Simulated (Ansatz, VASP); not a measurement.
# BP: VASP beside Ansatz

Wanted: the spread between two codes on one cell, functional and k mesh. The cell is taken from a series of runs on this material, whose earlier steps may have relaxed, scaled, displaced or heated it; both programs get it as it stands.

Method: plane waves, with VASP 6.6.1 beside it; zone-centre phonons at LDA, in Ansatz 0.2.0.

## 1. The structure

The structure is tetragonal, space group I-4m2 (No. 119). Conventional cell: a = 3.048 Å, b = 3.048 Å, c = 4.575 Å, α = 90.00°, β = 90.00°, γ = 90.00°. Nearest to B lie 4 P at 1.91 Å. Nearest to P lie 4 B at 1.91 Å. Farther neighbours are not listed.

Coordinates:

```cif
data_structure
_symmetry_space_group_name_H-M 'I-4m2'
_symmetry_Int_Tables_number 119
_cell_length_a 3.0483
_cell_length_b 3.0483
_cell_length_c 4.5751
_cell_angle_alpha 90.000
_cell_angle_beta 90.000
_cell_angle_gamma 90.000
_cell_volume 42.51
loop_
_atom_site_label
_atom_site_type_symbol
_atom_site_symmetry_multiplicity
_atom_site_Wyckoff_symbol
_atom_site_fract_x
_atom_site_fract_y
_atom_site_fract_z
_atom_site_occupancy
B1 B 2 a 0.00000 0.00000 0.00000 1
P1 P 2 c 0.00000 0.50000 0.25000 1
```

## 2. VASP: zone-centre phonons, LDA, pair 1

Second derivatives magnify differences that forces hide, and they need a tight electronic threshold.

Lines of VASP's logs that name or quote its potential files are left out, and so is its time.

Contents of INCAR:

```
SYSTEM = BP
PREC = Accurate
ENCUT = 500
EDIFF = 1E-08
NELM = 120
ISMEAR = 0
SIGMA = 0.01
LREAL = .FALSE.
ALGO = Normal
GGA = CA
NBANDS = 10
LORBIT = 11
LWAVE = .FALSE.
LCHARG = .FALSE.
ISIF = 2
IBRION = 8
LEPSILON = .TRUE.
LASPH = .TRUE.
GGA_COMPAT = .FALSE.
EFERMI = MIDGAP
KPAR = 2
```

Contents of POSCAR:

```
BP
1.0
    0.0000000000      2.1554795712      2.2875457101
    2.1554795712      0.0000000000      2.2875457101
    2.1554795712      2.1554795712      0.0000000000
B P
1 1
Direct
    0.0000000000      0.0000000000      0.0000000000
    0.7500000000      0.7500000000      0.7500000000
```

Contents of KPOINTS:

```
Automatic mesh
0
Gamma
12 12 12
0 0 0
```

Potentials, in the order of the species: B and P (LDA family, release 64).

Launch:

```bash
$ mpirun -np 2 vasp_std
```

Numbers of over 12 decimals in the logs are rounded to 6 here.

Output:

```text
[banner, memory and clock lines left out]
running    2 mpi-ranks, on    1 nodes
 distrk:  each k-point on    1 cores,    2 groups
 distr:  one band on    1 cores,    1 groups

 POSCAR found type information on POSCAR B P
 POSCAR found :  2 types and       2 ions
 LDA part: xc-table for (Slater(with rela. corr.)+CA(PZ))
 , standard interpolation
 POSCAR, INCAR and KPOINTS ok, starting setup
 FFT: planning ... GRIDC
 FFT: planning ... GRID_SOFT
 FFT: planning ... GRID
 WAVECAR not read
 entering main loop
       N       E                     dE             d eps       ncg     rms          rms(c)
DAV:   1     0.764123856155E+01    0.76412E+01   -0.39599E+03  3260   0.701E+02
DAV:   2    -0.148177963793E+02   -0.22459E+02   -0.21514E+02  4512   0.114E+02
DAV:   3    -0.153537218445E+02   -0.53593E+00   -0.53486E+00  3966   0.162E+01
DAV:   4    -0.153556143229E+02   -0.18925E-02   -0.18923E-02  4102   0.111E+00
DAV:   5    -0.153556218856E+02   -0.75627E-05   -0.75626E-05  3864   0.644E-02    0.840E+00
DAV:   6    -0.144597752188E+02    0.89585E+00   -0.19907E+00  3602   0.685E+00    0.443E+00
DAV:   7    -0.143148868268E+02    0.14489E+00   -0.36805E-01  4252   0.326E+00    0.138E+00
DAV:   8    -0.143013506487E+02    0.13536E-01   -0.37771E-02  3832   0.112E+00    0.274E-01
DAV:   9    -0.143013857971E+02   -0.35148E-04   -0.75506E-04  3706   0.213E-01    0.184E-01
DAV:  10    -0.143013790624E+02    0.67346E-05   -0.13827E-04  3558   0.710E-02    0.372E-02
DAV:  11    -0.143013806076E+02   -0.15452E-05   -0.67781E-06  3956   0.141E-02    0.407E-02
DAV:  12    -0.143013803634E+02    0.24423E-06   -0.17104E-06  3632   0.618E-03    0.111E-02
DAV:  13    -0.143013803688E+02   -0.54157E-08   -0.48613E-08  3922   0.155E-03
   1 F= -.14301380E+02 E0= -.14301380E+02  d E =0.000000E+00
 Linear response reoptimize wavefunctions to high precision
DAV:   1    -0.143013803644E+02    0.44264E-08   -0.16287E-08  3652   0.594E-04
DAV:   2    -0.143013803644E+02   -0.25466E-10   -0.27357E-10  1826   0.140E-04
 Linear response G [H, r] |phi>, progress :
  Direction:   1
       N       E                     dE             d eps       ncg     rms
RMM:   1    -0.410401262203E+02   -0.41040E+02   -0.66711E+01  8251   0.435E+01
RMM:   2    -0.314968645692E+02    0.95433E+01   -0.23991E+00  5326   0.106E+01
RMM:   3    -0.314813573399E+02    0.15507E-01   -0.31184E-02  5619   0.107E+00
RMM:   4    -0.314809547599E+02    0.40258E-03   -0.25112E-04  5790   0.125E-01
RMM:   5    -0.314809570230E+02   -0.22632E-05    0.14650E-05  5804   0.156E-02
RMM:   6    -0.314809571455E+02   -0.12243E-06    0.20315E-05  5929   0.221E-03
RMM:   7    -0.314809571173E+02    0.28186E-07    0.21399E-05  5675   0.353E-04
RMM:   8    -0.314809570301E+02    0.87158E-07    0.23577E-05  4827   0.912E-05
RMM:   9    -0.314809569227E+02    0.10747E-06    0.27120E-05  4068   0.655E-05
RMM:  10    -0.314809563756E+02    0.54706E-06    0.63296E-05  3690   0.651E-05
RMM:  11    -0.314809562174E+02    0.15824E-06    0.97770E-05  3302   0.655E-05
RMM:  12    -0.314809561346E+02    0.82720E-07    0.71516E-05  2756   0.651E-05
 Linear response G [H, r] |phi>, progress :
  Direction:   2
       N       E                     dE             d eps       ncg     rms
RMM:   1    -0.321247074550E+02   -0.32125E+02   -0.13586E+01  8206   0.410E+01
RMM:   2    -0.265682996184E+02    0.55564E+01   -0.18494E+00  5294   0.939E+00
RMM:   3    -0.265574140437E+02    0.10886E-01   -0.25615E-02  5598   0.958E-01
RMM:   4    -0.265572051966E+02    0.20885E-03   -0.22099E-04  5822   0.114E-01
RMM:   5    -0.265572077074E+02   -0.25108E-05   -0.27906E-06  5816   0.144E-02
RMM:   6    -0.265572080095E+02   -0.30214E-06    0.56663E-07  5970   0.205E-03
RMM:   7    -0.265572080123E+02   -0.27793E-08    0.12438E-06  5653   0.318E-04
RMM:   8    -0.265572080736E+02   -0.61276E-07   -0.12180E-06  4857   0.746E-05
RMM:   9    -0.265572081080E+02   -0.34380E-07   -0.22728E-06  4269   0.506E-05
RMM:  10    -0.265572080788E+02    0.29133E-07    0.66022E-07  3796   0.502E-05
RMM:  11    -0.265572080866E+02   -0.77705E-08    0.90767E-07  3307   0.505E-05
RMM:  12    -0.265572080914E+02   -0.48111E-08   -0.31745E-07  2760   0.506E-05
 Linear response G [H, r] |phi>, progress :
  Direction:   3
       N       E                     dE             d eps       ncg     rms
RMM:   1    -0.350656881458E+02   -0.35066E+02   -0.37815E+01  8134   0.411E+01
RMM:   2    -0.290074583330E+02    0.60582E+01   -0.19366E+00  5264   0.935E+00
RMM:   3    -0.289916099694E+02    0.15848E-01   -0.26998E-02  5530   0.954E-01
RMM:   4    -0.289911840557E+02    0.42591E-03   -0.23558E-04  5704   0.113E-01
RMM:   5    -0.289911849604E+02   -0.90472E-06   -0.50538E-06  5690   0.142E-02
RMM:   6    -0.289911850474E+02   -0.87008E-07   -0.49869E-07  5804   0.203E-03
RMM:   7    -0.289911850515E+02   -0.40277E-08   -0.52248E-07  5499   0.325E-04
RMM:   8    -0.289911850375E+02    0.13921E-07   -0.44999E-07  4673   0.856E-05
[...]
RMM:   1    -0.391422588823E+00   -0.39142E+00   -0.16733E+00  7476   0.265E+00
RMM:   2    -0.404561205385E+00   -0.13139E-01   -0.37718E-03  5340   0.392E-01
RMM:   3    -0.404594765177E+00   -0.33560E-04   -0.29414E-05  5513   0.322E-02
RMM:   4    -0.404595065860E+00   -0.30068E-06   -0.34186E-07  5592   0.342E-03
[...]
RMM:   9    -0.493390242392E+00   -0.71080E-06   -0.96745E-10 16705   0.185E-04    0.339E-05
RMM:  10    -0.493390064867E+00    0.17752E-06    0.27813E-09 10109   0.300E-05    0.462E-06
 change of polarisation eV/A/(eV/A) component  2 :     0.173     0.938     0.015
 dielectric tensor                  component  2 :     1.477     8.988     0.131
 Linear response to external field, progress :
  Direction:   3
       N       E                     dE             d eps       ncg     rms          rms(c)
RMM:   1    -0.529025444044E+00   -0.52903E+00   -0.24507E+00 12751   0.293E+00
RMM:   2    -0.547700614319E+00   -0.18675E-01   -0.49830E-03  9155   0.431E-01    0.122E+00
RMM:   3    -0.533209635929E+00    0.14491E-01   -0.58325E-03  9292   0.449E-01    0.680E-01
RMM:   4    -0.544846751754E+00   -0.11637E-01   -0.58520E-03  9226   0.459E-01    0.101E-01
RMM:   5    -0.548208651825E+00   -0.33619E-02   -0.13262E-04  9350   0.765E-02    0.158E-02
RMM:   6    -0.548271772386E+00   -0.63121E-04   -0.12318E-06  9626   0.916E-03    0.785E-03
RMM:   7    -0.548331952944E+00   -0.60181E-04   -0.15726E-07  9589   0.271E-03    0.592E-04
RMM:   8    -0.548340921156E+00   -0.89682E-05   -0.87682E-09  9974   0.572E-04    0.194E-04
RMM:   9    -0.548338942708E+00    0.19784E-05   -0.54197E-10  8828   0.915E-05    0.386E-05
RMM:  10    -0.548338672445E+00    0.27026E-06   -0.19555E-12  5405   0.282E-05    0.605E-06
 change of polarisation eV/A/(eV/A) component  3 :     0.357     0.085     1.043
 dielectric tensor                  component  3 :     3.042     0.720     9.879
 Linear response DOF=           4
 Linear response progress:
  Degree of freedom:   1/  4
       N       E                     dE             d eps       ncg     rms          rms(c)
RMM:   1    -0.484212982284E-01   -0.48421E-01   -0.13147E-02 23990   0.117E+00
RMM:   2    -0.443969827916E-01    0.40243E-02   -0.11790E-03 14970   0.240E-01    0.166E-01
RMM:   3    -0.442852520335E-01    0.11173E-03   -0.30387E-04 15516   0.104E-01    0.857E-02
RMM:   4    -0.447461903029E-01   -0.46094E-03   -0.27994E-04 15044   0.977E-02    0.991E-03
RMM:   5    -0.447275897006E-01    0.18601E-04   -0.18523E-06 16201   0.115E-02    0.136E-03
RMM:   6    -0.447300537581E-01   -0.24641E-05   -0.44936E-08 16163   0.138E-03    0.439E-04
RMM:   7    -0.447282754266E-01    0.17783E-05   -0.43317E-09 16554   0.415E-04    0.116E-04
RMM:   8    -0.447284292995E-01   -0.15387E-06   -0.20109E-09 16862   0.612E-05    0.520E-05
RMM:   9    -0.447283968211E-01    0.32478E-07   -0.10329E-09 17206   0.238E-05    0.271E-06
RMM:  10    -0.447284170111E-01   -0.20190E-07   -0.61645E-10 16652   0.583E-06    0.133E-06
RMM:  11    -0.447284098405E-01    0.71705E-08   -0.80677E-10 14053   0.318E-06    0.165E-07
 first order change of Fermi-energy   0.24565E-04
 force on displaced ion       1 direction 1 : -22.140  -0.000   0.000
 Born effective charge ion    1 direction 1 :  -0.839   0.000   0.000
 Linear response progress:
  Degree of freedom:   2/  4
       N       E                     dE             d eps       ncg     rms          rms(c)
RMM:   1    -0.485172890162E-01   -0.48517E-01   -0.69219E-03 13750   0.119E+00
RMM:   2    -0.446529357037E-01    0.38644E-02   -0.12079E-03  8871   0.245E-01    0.176E-01
RMM:   3    -0.444882350581E-01    0.16470E-03   -0.37138E-04  8976   0.114E-01    0.908E-02
RMM:   4    -0.449584819717E-01   -0.47025E-03   -0.33815E-04  8764   0.105E-01    0.108E-02
RMM:   5    -0.449338314143E-01    0.24651E-04   -0.20840E-06  9382   0.124E-02    0.126E-03
RMM:   6    -0.449383313343E-01   -0.44999E-05   -0.61823E-08  9392   0.157E-03    0.587E-04
RMM:   7    -0.449368507200E-01    0.14806E-05    0.38365E-09  9626   0.393E-04    0.123E-04
RMM:   8    -0.449374501014E-01   -0.59938E-06    0.58395E-09  9686   0.105E-04    0.424E-05
RMM:   9    -0.449371940624E-01    0.25604E-06    0.14345E-08  9903   0.436E-05    0.243E-06
RMM:  10    -0.449371912566E-01    0.28058E-08    0.56614E-09 10116   0.724E-06    0.117E-06
 first order change of Fermi-energy   0.40936E+01
 force on displaced ion       1 direction 3 :   0.000   0.000 -22.328
 Born effective charge ion    1 direction 3 :   0.000   0.000  -0.793
 Linear response progress:
  Degree of freedom:   3/  4
       N       E                     dE             d eps       ncg     rms          rms(c)
RMM:   1    -0.434229649266E-01   -0.43423E-01   -0.57204E-03 22523   0.142E+00
RMM:   2    -0.403168750557E-01    0.31061E-02   -0.85591E-04 14770   0.221E-01    0.153E-01
RMM:   3    -0.403536338025E-01   -0.36759E-04   -0.26599E-05 15712   0.375E-02    0.871E-02
RMM:   4    -0.406582835863E-01   -0.30465E-03   -0.27716E-05 15598   0.373E-02    0.818E-03
RMM:   5    -0.406261147188E-01    0.32169E-04   -0.11769E-06 16389   0.641E-03    0.383E-03
RMM:   6    -0.406222088507E-01    0.39059E-05   -0.55102E-09 16325   0.780E-04    0.257E-03
RMM:   7    -0.406222015847E-01    0.72660E-08   -0.20369E-09 16502   0.398E-04    0.166E-04
 first order change of Fermi-energy  -0.60940E-05
 force on displaced ion       2 direction 1 : -22.136  -0.000   0.000
 Born effective charge ion    2 direction 1 :   0.835   0.000   0.000
 Linear response progress:
  Degree of freedom:   4/  4
       N       E                     dE             d eps       ncg     rms          rms(c)
RMM:   1    -0.444559032860E-01   -0.44456E-01   -0.10860E-03 12816   0.145E+00
RMM:   2    -0.414122101760E-01    0.30437E-02   -0.87542E-04  8701   0.223E-01    0.166E-01
RMM:   3    -0.414891689280E-01   -0.76959E-04   -0.43270E-05  9180   0.445E-02    0.934E-02
RMM:   4    -0.418600776206E-01   -0.37091E-03   -0.43307E-05  9042   0.433E-02    0.976E-03
RMM:   5    -0.418255905736E-01    0.34487E-04   -0.19453E-06  9470   0.844E-03    0.430E-03
RMM:   6    -0.418231870601E-01    0.24035E-05    0.24628E-09  9522   0.935E-04    0.318E-03
RMM:   7    -0.418235816702E-01   -0.39461E-06   -0.50389E-09  9577   0.522E-04    0.136E-04
RMM:   8    -0.418228981839E-01    0.68349E-06    0.71185E-09  9669   0.103E-04    0.887E-05
RMM:   9    -0.418227027671E-01    0.19542E-06    0.24246E-10  9939   0.329E-05    0.817E-06
RMM:  10    -0.418227037501E-01   -0.98306E-09    0.70275E-09  9729   0.528E-06    0.542E-06
 first order change of Fermi-energy  -0.40931E+01
 force on displaced ion       2 direction 3 :   0.000   0.000 -22.327
 Born effective charge ion    2 direction 3 :   0.000   0.000   0.790
 Born effective charges drift removed
 Linear response finished
```

OUTCAR, selected parts (step 2):

```text
ion  position               nearest neighbor table
   1  0.000  0.000  0.000-   2 1.91   2 1.91   2 1.91   2 1.91
   2  0.750  0.750  0.750-   1 1.91   1 1.91   1 1.91   1 1.91

  LATTYP: Found a body centered tetragonal cell.
 ALAT       =     3.0483084430
 C/A-ratio  =     1.5008623654

 Subroutine GETGRP returns: Found  8 space group operations
 (whereof  8 operations were pure point group operations)

The static configuration has the point symmetry D_2d.

 Found    163 irreducible k-points:

   k-points           NKPTS =    163   k-points in BZ     NKDIM =    163   number of bands    NBANDS=     10

   dimension x,y,z NGX =    24 NGY =   24 NGZ =   24
   dimension x,y,z NGXF=    48 NGYF=   48 NGZF=   48

   ENCUT  =  500.0 eV  36.75 Ry    6.06 a.u.   5.73  5.73  5.56*2*pi/ulx,y,z

   NELECT =       8.0000    total number of electrons

 k-points in reciprocal lattice and weights: Automatic mesh
   0.00000000  0.00000000  0.00000000       0.001
   0.08333333  0.00000000  0.00000000       0.005
   0.16666667 -0.00000000  0.00000000       0.005
   0.25000000 -0.00000000  0.00000000       0.005
   0.33333333  0.00000000  0.00000000       0.005
   0.41666667 -0.00000000  0.00000000       0.005
   0.50000000 -0.00000000  0.00000000       0.002
   0.08333333  0.08333333  0.00000000       0.001
   0.16666667  0.08333333  0.00000000       0.005
[...]
-0.33333333  0.16666667  0.50000000       0.002
  -0.25000000  0.25000000  0.50000000       0.001

 average (electrostatic) potential at core
       1 -28.6363       2 -81.1453

  Total        2.4364034      2.4364034     -0.0259490      0.0000000      0.0000000      0.0000000
  in kB      183.6420740    183.6420740     -1.9558897      0.0000000      0.0000000      0.0000000
  external PRESSURE =     121.7760861 kB  Pullay stress =       0.0000000 kB

  energy-cutoff  :      500.00
  volume of cell :       21.26
      direct lattice vectors                 reciprocal lattice vectors
     0.000000000  2.155479571  2.287545710    -0.231966940  0.231966940  0.218574867
     2.155479571  0.000000000  2.287545710     0.231966940 -0.231966940  0.218574867
     2.155479571  2.155479571  0.000000000     0.231966940  0.231966940 -0.218574867

 POSITION                                       TOTAL-FORCE (eV/Angst)
 -----------------------------------------------------------------------------------
      0.00000      0.00000      0.00000         0.000000      0.000000      0.000000
      3.23322      3.23322      3.43132        -0.000000     -0.000000     -0.000000
 -----------------------------------------------------------------------------------
    total drift:                                0.000000      0.000000     -0.000000

 MACROSCOPIC STATIC DIELECTRIC TENSOR (including local field effects in DFT)
 ------------------------------------------------------
           8.987517     0.000000     0.000000
           0.000000     8.987517     0.000000
           0.000000    -0.000000     9.879294
 ------------------------------------------------------

 PIEZOELECTRIC TENSOR (including local field effects)  for field in x, y, z        (C/m^2)
          XX          YY          ZZ          XY          YZ          ZX
  --------------------------------------------------------------------------------
  x    -0.00000     0.00000     0.00000     0.00000    -0.29702     0.00000
  y    -0.00000    -0.00000     0.00000     0.00000     0.00000    -0.29701
  z     0.00000     0.00000     0.00000    -0.21394     0.00000     0.00000

 BORN EFFECTIVE CHARGES (including local field effects) (in |e|, cummulative output)
 ---------------------------------------------------------------------------------
 ion    1
    1    -0.83632    -0.00000     0.00000
    2     0.00000    -0.83632     0.00000
    3     0.00000     0.00000    -0.79162
 ion    2
    1     0.83632     0.00000    -0.00000
    2     0.00000     0.83632    -0.00000
    3     0.00000     0.00000     0.79162

 Eigenvectors and eigenvalues of the dynamical matrix
 ----------------------------------------------------

   1 f  =   26.094819 THz   163.958585 2PiTHz  870.429477 cm-1   107.919452 meV
             X         Y         Z           dx          dy          dz
      0.000000  0.000000  0.000000     0.000000    0.000000    0.860980
      3.233219  3.233219  3.431319     0.000000    0.000000   -0.508639

   2 f  =   25.983958 THz   163.262026 2PiTHz  866.731560 cm-1   107.460969 meV
             X         Y         Z           dx          dy          dz
      0.000000  0.000000  0.000000     0.000000    0.860991   -0.000000
      3.233219  3.233219  3.431319     0.000000   -0.508621    0.000000

   3 f  =   25.983958 THz   163.262026 2PiTHz  866.731560 cm-1   107.460969 meV
             X         Y         Z           dx          dy          dz
      0.000000  0.000000  0.000000     0.860991   -0.000000    0.000000
      3.233219  3.233219  3.431319    -0.508621    0.000000    0.000000

   4 f/i=    0.000477 THz     0.002996 2PiTHz    0.015905 cm-1     0.001972 meV
             X         Y         Z           dx          dy          dz
      0.000000  0.000000  0.000000     0.000000    0.000000    0.508639
      3.233219  3.233219  3.431319     0.000000    0.000000    0.860980

   5 f/i=    0.001009 THz     0.006338 2PiTHz    0.033650 cm-1     0.004172 meV
             X         Y         Z           dx          dy          dz
      0.000000  0.000000  0.000000     0.039582    0.507078   -0.000000
      3.233219  3.233219  3.431319     0.067005    0.858379   -0.000000

   6 f/i=    0.001009 THz     0.006338 2PiTHz    0.033650 cm-1     0.004172 meV
             X         Y         Z           dx          dy          dz
      0.000000  0.000000  0.000000    -0.507078    0.039582   -0.000000
      3.233219  3.233219  3.431319    -0.858379    0.067005   -0.000000

 MACROSCOPIC STATIC DIELECTRIC TENSOR IONIC CONTRIBUTION
 ------------------------------------------------------
           0.268960     0.000000     0.000000
           0.000000     0.268960     0.000000
           0.000000     0.000000     0.238930
 ------------------------------------------------------

 ELASTIC MODULI CONTR FROM IONIC RELAXATION (kBar)
 Direction    XX          YY          ZZ          XY          YZ          ZX
 --------------------------------------------------------------------------------
 XX           0.0000      0.0000      0.0000      0.0000      0.0000      0.0000
 YY           0.0000      0.0000      0.0000      0.0000      0.0000      0.0000
 ZZ           0.0000      0.0000      0.0000      0.0000      0.0000      0.0000
 XY           0.0000      0.0000      0.0000   -356.2743     -0.0000     -0.0000
 YZ           0.0000      0.0000      0.0000     -0.0000   -395.5359     -0.0000
 ZX           0.0000      0.0000      0.0000     -0.0000     -0.0000   -388.9482
 --------------------------------------------------------------------------------

 PIEZOELECTRIC TENSOR IONIC CONTR  for field in x, y, z        (C/m^2)
          XX          YY          ZZ          XY          YZ          ZX
  --------------------------------------------------------------------------------
  x     0.00000     0.00000     0.00000     0.00000     0.30691     0.00000
  y     0.00000     0.00000     0.00000     0.00000     0.00000     0.30434
  z     0.00000     0.00000     0.00000     0.27454     0.00000     0.00000
```

[end of part 1 of 2]

[Lines on the potential files, build, host, timing and source positions are cut from VASP's logs without a mark.]

[Logs are printed without paths, hosts, clocks, repeated set-up lines and the standing remarks that a program may print on its own settings, such as how far it seeks lower states.]

[Hosts, paths, dates, database ids (printed as entryN), source tags and the programs' standing remarks are cut or masked in the printed files.]
